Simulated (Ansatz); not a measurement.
# SrTiO3: strain energy, fitted

SrTiO3, Pm-3m, a = 3.918 Å. The structure is a Materials Project entry; whether it is the stable form wasn't checked. Ansatz: r2SCAN+U, PAW, 500 eV, Γ-centred 6×6×6 mesh on 5 atoms, Gaussian smearing 0.02 eV; U_eff Ti 4.00 eV; no spin polarisation. Series: shear of c along a, cell held, atoms fixed by symmetry; x is the strain in per cent (engineering shear). y is the free energy over the unstrained cell, V0 = 12.026 Å³/atom. Symmetry makes y even in x.

| x (%) | y (meV/atom) |
| --- | --- |
| 0.0 | 0.00 |
| 1.5 | 1.03 |
| 3.0 | 4.12 |
| 4.5 | 9.28 |
| 6.0 | 16.52 |
| 9.0 | ? |

**Question.** Fit y = c2 x² + c4 x⁴ to the other rows, turn c2 into a modulus, and predict the missing energy.

**Answer.** Least squares on the rows shown. y = 0.45746 x² + 3.9710×10⁻⁵ x⁴. In eV per unit strain² c2 is 4.575; this is the shear stiffness (E = ½ C V0 γ²): 2 × 4.575 × 160.2 / (12.026) = 122 GPa. At x = 9.0 the fit asked for gives 37.31 meV/atom. The run gave 37.30 meV/atom, so the fit is 0.01 meV/atom too high, a small miss on the scale of the series. The form still works here, 50 % of the fitted range beyond its end.

Symmetry holds off the tilts and polar distortions that many cubic perovskites undergo.